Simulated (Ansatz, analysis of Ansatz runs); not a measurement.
# TiO2 (I4_1/amd), nudged elastic band: V_Ti hop (3.8 Å) (q = −4), part 2 of 2

Aim: the barrier of one jump in TiO2 (I4_1/amd) at charge −4: V_Ti hop (3.8 Å). The model is a cell of 96 host atoms with 1 Ti taken out; Ti is the atom that moves.

Ansatz 0.2.0; plane-wave PAW DFT, PBEsol; nudged elastic band between two relaxed defect structures at fixed charge in a uniform background.

So far, barrier forward (eV): step 4 (nudged elastic band, charge −4) 2.61.

### Step 6. Barrier from single points, PBEsol, denser k-mesh

Analysis of the runs above: barrier from PBEsol single points on the PBEsol path.

It gives:

* barrier forward: 2.599 eV
* barrier backward: 2.599 eV
* end less start: 1.60e-4 eV

This gives 2.599 eV against the band's 2.613 eV (backward 2.599 against 2.613 eV). This mesh holds only the band's own point and its sign variants, so it tests the average over those and no finer sampling.

### Step 7. Single point at the start point, r2SCAN

Three single points with a meta-GGA, at its higher cutoff of 500 eV, show what it does to the barrier on the path found. The start is shown; top and end are run alike.

This step: plane-wave PAW DFT, r2SCAN; single point of a defect supercell on a structure of the PBEsol path.

The input, qm4.start.r2scan/input.yaml:

```yaml
crystal:
  lattice:
    - [7.53758642, 7.53758642, 0.0]
    - [-7.53758642, 7.53758642, 0.0]
    - [0.0, 0.0, 9.55830747]
  atoms:
    - { symbol: Ti, position: [-0.00022713, -0.00069706, -6.358e-05] }
    - { symbol: Ti, position: [-0.00014804, 0.25002157, 0.50021141] }
[... 40 atom lines left out ...]
    - { symbol: O, position: [0.3706964, 0.62098059, 0.54821061] }
[... 22 atom lines left out ...]
    - { symbol: O, position: [0.62501701, 0.37418935, 0.5428] }
[... 7 atom lines left out ...]
    - { symbol: Ti, position: [0.74599129, 0.50383, 0.49514263] }
[... 1 atom line left out ...]
    - { symbol: Ti, position: [0.61890709, 0.63081351, 0.26178152] }
[... 3 atom lines left out ...]
    - { symbol: O, position: [0.62883232, 0.62070946, 0.45188302] }
[... 4 atom lines left out ...]
    - { symbol: O, position: [0.49961528, 0.75000266, 0.74600615] }
    - { symbol: O, position: [0.74846497, 0.50135138, 0.70819854] }
    - { symbol: O, position: [0.7523106, 0.74776309, 0.20746859] }
[... 1 atom line left out ...]
    - { symbol: O, position: [0.62884282, 0.87893655, 0.54825312] }
    - { symbol: O, position: [0.87550122, 0.62481205, 0.54274656] }
[... 2 atom lines left out ...]
    - { symbol: O, position: [0.49986536, 0.75004999, 0.25405159] }
    - { symbol: O, position: [0.75313682, 0.49682309, 0.28873261] }
    - { symbol: O, position: [0.75214611, 0.75205846, 0.79275446] }
total_charge: -4
basis:
  ecutwfc: 500
  xc_grid: 2
hamiltonian:
  xc: r2scan
kpoints:
  mp_grid: { grid: [1, 1, 1], shift: [0.25, 0.25, 0.25] }
scf:
  occupations: { method: fixed }
  max_iter: 120
output:
  forces: true
  eigenvalues: true
checkpoint:
  write: "../qm4.start.r2scan.run"
  compress: false
  write_wavefunctions: false
  write_every: 100000
```

Command:

```bash
ansatz run input.yaml --threads 32 --pin off --max-ram 84787MiB --backend cuda --events-out ev --progress --plain --runs-dir out --max-vram 78GiB
```

Wall time 1.6 s (1 × NVIDIA GB200 with 32 threads of Arm Neoverse V2, shared host); peak memory 1.4 GiB.

This step gave:

```
free energy : -114133.9986 eV
```

### Step 8. Barrier from single points, r2SCAN

Analysis of the runs above: barrier from r2SCAN single points on the PBEsol path.

It gives:

```
barrier forward  : 2.746 eV
barrier backward : 2.746 eV
end less start   : 5.09e-5 eV
```

This gives 2.746 eV against the band's 2.613 eV.

### Step 9. Single point at the top of the path, PBEsol

A single point at the top of the band gives the levels near the gap and the populations there.

This step: plane-wave PAW DFT, PBEsol; single point of a defect supercell on a structure of the PBEsol path.

The input, qm4.top.probe/input.yaml:

```yaml
crystal:
  lattice:
    - [7.53758642, 7.53758642, 0.0]
    - [-7.53758642, 7.53758642, 0.0]
    - [0.0, 0.0, 9.55830747]
  atoms:
    - { symbol: Ti, position: [0.00397074, -0.00344461, -0.00202435] }
    - { symbol: Ti, position: [-0.00472192, 0.25454202, 0.49594065] }
[... 40 atom lines left out ...]
    - { symbol: O, position: [0.3640428, 0.62479172, 0.54624874] }
[... 22 atom lines left out ...]
    - { symbol: O, position: [0.61449902, 0.4067006, 0.55766482] }
[... 7 atom lines left out ...]
    - { symbol: Ti, position: [0.67761556, 0.57197439, 0.56959741] }
[... 1 atom line left out ...]
    - { symbol: Ti, position: [0.61778168, 0.63275409, 0.24445232] }
    - { symbol: Ti, position: [0.62259417, 0.86336872, 0.73552756] }
[... 2 atom lines left out ...]
    - { symbol: O, position: [0.60249038, 0.6510896, 0.435072] }
[... 4 atom lines left out ...]
    - { symbol: O, position: [0.54883262, 0.70094808, 0.70752272] }
    - { symbol: O, position: [0.73625593, 0.5136326, 0.7539308] }
[... 2 atom lines left out ...]
    - { symbol: O, position: [0.62433823, 0.88693679, 0.54658987] }
    - { symbol: O, position: [0.84406855, 0.63480643, 0.55786416] }
[... 2 atom lines left out ...]
    - { symbol: O, position: [0.49413917, 0.75282117, 0.22837] }
    - { symbol: O, position: [0.74390653, 0.50533769, 0.27203358] }
    - { symbol: O, position: [0.76903292, 0.76500497, 0.79761279] }
total_charge: -4
basis:
  ecutwfc: 420
  xc_grid: 2
hamiltonian:
  xc: pbesol
kpoints:
  mp_grid: { grid: [1, 1, 1], shift: [0.25, 0.25, 0.25] }
scf:
  occupations: { method: fixed }
  max_iter: 120
output:
  forces: true
  eigenvalues: true
  eigenstates: { localisation: true }
  populations: true
  write_density: true
  write_potential: true
  volumetric_format: npy
  elf: true
checkpoint:
  write: "../qm4.top.probe.run"
  compress: false
  write_wavefunctions: false
  write_every: 100000
```

Wall time 2.3 s (1 × NVIDIA GB200 with 32 threads); peak memory 1.4 GiB; 11 s of CPU time.

Read from the output:

```yaml
free_energy: -112675.6180 eV
```

From eigenstates.tsv, first k-point; energies on the run's zero. The participation number counts the atoms that a state is spread over, of 95; bands count from 0.

```tsv
spin	band	energy (eV)	occupation	participation	largest share on	share
both	374	6.825	2.00	38.9	O94	0.07
both	375	6.857	2.00	44.0	O94	0.05
both	376	6.928	2.00	19.1	O60	0.12
both	377	6.974	2.00	11.8	O85	0.25
both	378	7.029	2.00	23.7	O93	0.12
both	379	7.152	2.00	12.8	O93	0.20
both	380	9.539	0.00	26.1	Ti4	0.06
both	381	9.708	0.00	24.9	Ti8	0.08
both	382	9.785	0.00	25.1	Ti74	0.11
both	383	9.825	0.00	24.9	Ti30	0.10
both	384	9.915	0.00	20.9	Ti54	0.10
```

Under PBEsol at one point at (¼, ¼, ¼), the highest filled state is spread over 13 of 95 atoms, and the lowest empty one, 2.39 eV above it, is spread over 26 of 95 atoms.

The distance between the highest filled and the lowest empty level goes from 2.52 eV at the start to 2.39 eV at the top.

### Step 10. Band with another choice: a misspelt key

This step: plane-wave PAW DFT, PBEsol; nudged elastic band between two relaxed defect structures at fixed charge in a uniform background.

The input, qm4.try0/input.yaml:

```yaml
crystal:
  lattice:
    - [7.53758642, 7.53758642, 0.0]
    - [-7.53758642, 7.53758642, 0.0]
    - [0.0, 0.0, 9.55830747]
  atoms:
    - { symbol: Ti, position: [-0.00022713, -0.00069706, -6.358e-05] }
    - { symbol: Ti, position: [-0.00014804, 0.25002157, 0.50021141] }
    - { symbol: Ti, position: [0.25368489, -0.00387301, 0.49516291] }
    - { symbol: Ti, position: [0.25050307, 0.25008212, -8.13e-05] }
    - { symbol: Ti, position: [0.1250868, 0.12465342, 0.25113489] }
    - { symbol: Ti, position: [0.12527098, 0.37535096, 0.74867004] }
    - { symbol: Ti, position: [0.37526465, 0.12327538, 0.7505757] }
    - { symbol: Ti, position: [0.37529, 0.37655581, 0.2496511] }
    - { symbol: O, position: [0.1238332, 0.12574872, 0.45663762] }
    - { symbol: O, position: [0.12512576, 0.3752454, 0.95868677] }
    - { symbol: O, position: [0.37568181, 0.12636214, 0.9568286] }
    - { symbol: O, position: [0.37460064, 0.37416886, 0.45747891] }
    - { symbol: O, position: [-0.00171962, 0.00070236, 0.20716671] }
    - { symbol: O, position: [-0.00015811, 0.25005293, 0.70883963] }
    - { symbol: O, position: [0.2513331, -0.00153016, 0.7082087] }
    - { symbol: O, position: [0.24920465, 0.25150654, 0.20714407] }
    - { symbol: O, position: [0.12511544, 0.12467542, 0.04141802] }
    - { symbol: O, position: [0.12401911, 0.37412398, 0.54387994] }
    - { symbol: O, position: [0.37462963, 0.12567708, 0.54276384] }
    - { symbol: O, position: [0.37573503, 0.37353967, 0.04330863] }
    - { symbol: O, position: [0.00142221, 0.00073271, 0.79277837] }
    - { symbol: O, position: [3.688e-05, 0.25014767, 0.29188122] }
    - { symbol: O, position: [0.246738, 0.00326974, 0.28873816] }
    - { symbol: O, position: [0.24918123, 0.24841304, 0.79280729] }
    - { symbol: Ti, position: [-8.339e-05, 0.50075111, -9.483e-05] }
    - { symbol: Ti, position: [-0.00018171, 0.74999267, 0.50003825] }
    - { symbol: Ti, position: [0.25383947, 0.50393121, 0.50488591] }
    - { symbol: Ti, position: [0.2544397, 0.74998062, -3.743e-05] }
    - { symbol: Ti, position: [0.12646405, 0.62530932, 0.249683] }
    - { symbol: Ti, position: [0.126453, 0.87460353, 0.75059698] }
    - { symbol: Ti, position: [0.38045101, 0.63065104, 0.73842363] }
    - { symbol: Ti, position: [0.38051514, 0.86914709, 0.26183336] }
    - { symbol: O, position: [0.12401226, 0.62468955, 0.45753226] }
    - { symbol: O, position: [0.1233239, 0.87408546, 0.9568273] }
    - { symbol: O, position: [0.37160036, 0.62171764, 0.96480004] }
    - { symbol: O, position: [0.37061315, 0.87896063, 0.4518838] }
    - { symbol: O, position: [0.00135785, 0.49934738, 0.20713126] }
    - { symbol: O, position: [-0.00028358, 0.75007766, 0.70709255] }
    - { symbol: O, position: [0.24701389, 0.49684356, 0.71171215] }
    - { symbol: O, position: [0.24734781, 0.7521606, 0.20745945] }
    - { symbol: O, position: [0.12342284, 0.62584925, 0.04336044] }
    - { symbol: O, position: [0.12406081, 0.87516478, 0.54279732] }
    - { symbol: O, position: [0.3706964, 0.62098059, 0.54821061] }
    - { symbol: O, position: [0.37158341, 0.87816705, 0.03558743] }
    - { symbol: O, position: [-0.00150196, 0.49946705, 0.79276406] }
    - { symbol: O, position: [-0.00010181, 0.75007207, 0.29306524] }
    - { symbol: O, position: [0.2512707, 0.50139201, 0.29201972] }
    - { symbol: O, position: [0.24729375, 0.74768377, 0.79273899] }
    - { symbol: Ti, position: [0.49974806, -0.0045586, 4.86e-05] }
    - { symbol: Ti, position: [0.49989577, 0.24994642, 0.50004885] }
    - { symbol: Ti, position: [0.74580934, -0.00408087, 0.50508486] }
    - { symbol: Ti, position: [0.74924551, 0.24986345, -5.564e-05] }
    - { symbol: Ti, position: [0.62443828, 0.1232059, 0.24958698] }
    - { symbol: Ti, position: [0.62447816, 0.37659658, 0.75060827] }
    - { symbol: Ti, position: [0.87431051, 0.12446748, 0.74851244] }
    - { symbol: Ti, position: [0.87444111, 0.37527429, 0.25109299] }
    - { symbol: O, position: [0.6250277, 0.12561309, 0.45752265] }
    - { symbol: O, position: [0.62396503, 0.37343566, 0.95681925] }
    - { symbol: O, position: [0.87444945, 0.12456643, 0.95866101] }
    - { symbol: O, position: [0.87564772, 0.37396037, 0.45661199] }
    - { symbol: O, position: [0.49759301, 0.00243799, 0.20746383] }
    - { symbol: O, position: [0.49979006, 0.25001641, 0.70710367] }
    - { symbol: O, position: [0.75286838, 0.00286548, 0.71171952] }
    - { symbol: O, position: [0.75060264, 0.2483895, 0.20716596] }
    - { symbol: O, position: [0.62397466, 0.12630068, 0.04336911] }
    - { symbol: O, position: [0.62501701, 0.37418935, 0.5428] }
    - { symbol: O, position: [0.87567476, 0.12583363, 0.54385315] }
    - { symbol: O, position: [0.87455733, 0.3752495, 0.04136045] }
    - { symbol: O, position: [0.50208255, 0.00242471, 0.79274291] }
    - { symbol: O, position: [0.49995172, 0.25001631, 0.29306021] }
    - { symbol: O, position: [0.74840626, -0.00145084, 0.29203717] }
    - { symbol: O, position: [0.7505168, 0.25143419, 0.7927602] }
    - { symbol: Ti, position: [0.49988355, 0.50452251, -8.514e-05] }
    - { symbol: Ti, position: [0.74599129, 0.50383, 0.49514263] }
    - { symbol: Ti, position: [0.74518445, 0.74999821, 1.68e-06] }
    - { symbol: Ti, position: [0.61890709, 0.63081351, 0.26178152] }
    - { symbol: Ti, position: [0.61887187, 0.86899569, 0.73845323] }
    - { symbol: Ti, position: [0.87318154, 0.62533484, 0.75058776] }
    - { symbol: Ti, position: [0.87313207, 0.87451777, 0.24959783] }
    - { symbol: O, position: [0.62883232, 0.62070946, 0.45188302] }
    - { symbol: O, position: [0.62794591, 0.87808267, 0.96475695] }
    - { symbol: O, position: [0.87624334, 0.62579362, 0.95680088] }
    - { symbol: O, position: [0.87551493, 0.87520251, 0.45747731] }
    - { symbol: O, position: [0.50200434, 0.49748952, 0.20742975] }
    - { symbol: O, position: [0.49961528, 0.75000266, 0.74600615] }
    - { symbol: O, position: [0.74846497, 0.50135138, 0.70819854] }
    - { symbol: O, position: [0.7523106, 0.74776309, 0.20746859] }
    - { symbol: O, position: [0.62805778, 0.62169559, 0.03573438] }
    - { symbol: O, position: [0.62884282, 0.87893655, 0.54825312] }
    - { symbol: O, position: [0.87550122, 0.62481205, 0.54274656] }
    - { symbol: O, position: [0.87618852, 0.87408743, 0.04333633] }
    - { symbol: O, position: [0.49776317, 0.4976277, 0.79273597] }
    - { symbol: O, position: [0.49986536, 0.75004999, 0.25405159] }
    - { symbol: O, position: [0.75313682, 0.49682309, 0.28873261] }
    - { symbol: O, position: [0.75214611, 0.75205846, 0.79275446] }
total_charge: -4
basis:
  ecutwfc: 420
  xc_grid: 2
hamiltonian:
  xc: pbesol
kpoints:
  mp_grid: { grid: [1, 1, 1], shift: [0.25, 0.25, 0.25] }
scf:
  occupations: { method: fixed }
  max_iter: 120
output:
  forces: true
neb:
  images: 5
  f_tol: 0.04
  climbing: true
  initial_path: idpp
  max_iterations: 30
  order_check: false
  final_atoms:
    - { symbol: Ti, position: [-0.00083137, -3.468e-05, -3.949e-05] }
    - { symbol: Ti, position: [-0.00410635, 0.25392098, 0.49517487] }
[... 40 atom lines left out ...]
    - { symbol: O, position: [0.37402488, 0.62522109, 0.54274042] }
[... 22 atom lines left out ...]
    - { symbol: O, position: [0.62076981, 0.37111479, 0.548303] }
[... 7 atom lines left out ...]
    - { symbol: Ti, position: [0.5037755, 0.74603879, 0.49511791] }
[... 1 atom line left out ...]
    - { symbol: Ti, position: [0.63074583, 0.61900523, 0.26170982] }
[... 3 atom lines left out ...]
    - { symbol: O, position: [0.6207292, 0.62902856, 0.451788] }
[... 4 atom lines left out ...]
    - { symbol: O, position: [0.50127346, 0.74852338, 0.70815215] }
    - { symbol: O, position: [0.7496776, 0.50005964, 0.74589073] }
    - { symbol: O, position: [0.74751537, 0.75254128, 0.20744497] }
[... 1 atom line left out ...]
    - { symbol: O, position: [0.62448368, 0.87578608, 0.54274889] }
    - { symbol: O, position: [0.87872142, 0.62890366, 0.54834115] }
[... 2 atom lines left out ...]
    - { symbol: O, position: [0.49664372, 0.75333631, 0.28873473] }
    - { symbol: O, position: [0.74992646, 0.50000312, 0.25386261] }
    - { symbol: O, position: [0.75188999, 0.75245651, 0.79272843] }
  n_images: 5
```

Run time: 0.03 s. Hardware: 32 threads; peak memory 0.018 GiB.

The input was rejected at the start.

The program's message: “Error: YAML parse error: error: line 218 column 3: unknown field `n_images`, expected one of images, spring, climbing, order_check, relax_end_points, f_tol, exx_force_gate, max_iterations, max_displac …”

A key was misspelt on purpose.

What was changed: a misspelt key.

Cause: the input holds a name that the program doesn't know. Fix: use the program's own name.

### Step 11. Summary of results

```json
{
  "barrier forward": "2.61 eV (in doubt, see below)",
  "barrier backward": "2.61 eV",
  "end less start": "0.00 eV",
  "hop length": "3.65 Å",
  "band iterations, as the log counts them": "33",
  "barrier from single points, PBEsol, denser k-mesh": "2.60 eV (in doubt, see below)",
  "barrier from single points, r2SCAN": "2.75 eV (in doubt, see below)"
}
```

What this shows: The top of the band lies 2.61 eV above the start and 2.61 eV above the end, which are alike in energy and neighbours. The path has 2 maxima, and only the highest was climbed. In at least one step between neighbouring images a covalent bond changes partner or an atom goes far. The images sample such a step coarsely, so the top may lie higher. Across functionals on this path (PBEsol 2.613 and r2SCAN 2.746 eV) the forward values spread by 0.133 eV. The order of the top as a saddle was not checked for all atoms, so a bent path could be lower. No image-charge correction is applied; it largely cancels along a path if the charge stays localised alike. Limits: one k-point off the zone centre stands for the whole zone.

[Logs are printed without paths, hosts, clocks, repeated set-up lines and the standing remarks that a program may print on its own settings, such as how far it seeks lower states.]

[Hosts, paths, dates, database ids (printed as entryN), source tags and the programs' standing remarks are cut or masked in the printed files.]
